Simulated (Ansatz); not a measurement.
Here is an unrelaxed guess for GaP.

```cif
data_structure
_symmetry_space_group_name_H-M 'Pmmm'
_symmetry_Int_Tables_number 47
_cell_length_a 3.3244
_cell_length_b 3.7525
_cell_length_c 8.6702
_cell_angle_alpha 90.000
_cell_angle_beta 90.000
_cell_angle_gamma 90.000
_cell_volume 108.16
loop_
_atom_site_label
_atom_site_type_symbol
_atom_site_symmetry_multiplicity
_atom_site_Wyckoff_symbol
_atom_site_fract_x
_atom_site_fract_y
_atom_site_fract_z
_atom_site_occupancy
Ga1 Ga 2 t 0.50000 0.50000 0.17805 1
Ga2 Ga 1 c 0.00000 0.00000 0.50000 1
P1 P 2 s 0.50000 0.00000 0.32195 1
P2 P 1 e 0.00000 0.50000 0.00000 1
```

Theory: DFT PBE, scalar-relativistic, plane waves, PAW in Ansatz. Settings: cutoff 420 eV, Γ-centred mesh 6×4×2 on the computed 6-atom cell, Gaussian smearing of 0.10 eV; no spin polarisation.

The zero of energy is the elements' standard structures at the same level; no fitted shifts are applied. The references include black phosphorus.

Question: How far from equilibrium is it?

Answer: The pressure is 20.1 GPa (the mean over three directions, positive in compression), the largest force is 0.44 eV/Å, and the energy is +0.27 eV/atom against the elements. The shortest distance is 2.25 Å.

Question: Is it a good guess?

Answer: A rough one: relaxing gains about 0.24 eV/atom (the start's value is from the coarse mesh, so the gain is rough) in 16 ionic steps and ends at +0.03 eV/atom on the finer mesh. The symmetry stays Pmmm (No. 47). The volume per atom grows by 19.1 %, from 18.0 to 21.5 Å³. The shortest distance goes from 2.25 Å (Ga–P) to 2.36 Å (Ga–P). Conventional cell: a = 3.674 Å, b = 3.756 Å, c = 9.336 Å. Ga on a site of symmetry mm2 has 4 P at 2.36–2.44 Å; Ga on a site of symmetry mmm is surrounded by 4 P at 2.45 Å; P on a site of symmetry mm2 is surrounded by 4 Ga at 2.36–2.45 Å; 1 more site not described.

The last run used a 10×10×4 mesh (in the run's order of axes) for its 6-atom cell and Gaussian smearing of 0.10 eV. The k mesh leaves some 4 meV/atom of noise in the energy of each metallic cell. The reference form of P is held partly by dispersion forces, which this level lacks. The relaxation can't lower the symmetry of the start, and the grade says only how near the guess is to its own end. A structure relaxed within its symmetry needn't be a true minimum.
